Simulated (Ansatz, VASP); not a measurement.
**Two plane-wave programs on CoSi**

```
CELL_PARAMETERS angstrom
2.75206 0.00000 0.00000
0.00000 2.75206 0.00000
0.00000 0.00000 2.75206
ATOMIC_POSITIONS crystal
Co 0.00000 0.00000 0.00000
Si 0.50000 0.50000 0.50000
```

Measurements of this composition are mostly on another form, of space group No. 198.

Alike in both runs: task single point; functional PBEsol; k mesh 22 × 22 × 22; occupations gaussian, width 0.15 eV; collinear spin.

|  | VASP | Ansatz |
| --- | --- | --- |
| version | VASP 6.6.1 | Ansatz 0.2.0 |
| potentials or method | VASP PAW PBE potentials, release 64 (Co, Si) | scalar-relativistic, plane waves, PAW |
| plane-wave cutoff (eV) | 520 | 420 |
| valence electrons in the cell | 13 | 21 |

|  | VASP | Ansatz | Ansatz less VASP |
| --- | --- | --- | --- |
| gap on the k mesh at the Fermi level (eV) | none | none | - |
| pressure (GPa) | 0.3 | 0.2 | -0.14 |
| net moment per atom (μB) | 0.22 | 0.24 | +0.012 |
| size of the moment on the site where the two differ most (μB) | 0.45 | 0.47 | +0.028 |

Site moments also hang on the region over which each program counts them. A gap of «none» marks a metal or a gap that the smearing closes. With one functional, cell and mesh, what is left measures potentials, basis and numerics. The two sets of potentials don't hold the same shells in valence.

Caveats: the PAW data sets were made with another functional, which shifts forces and pressure a little (VASP).
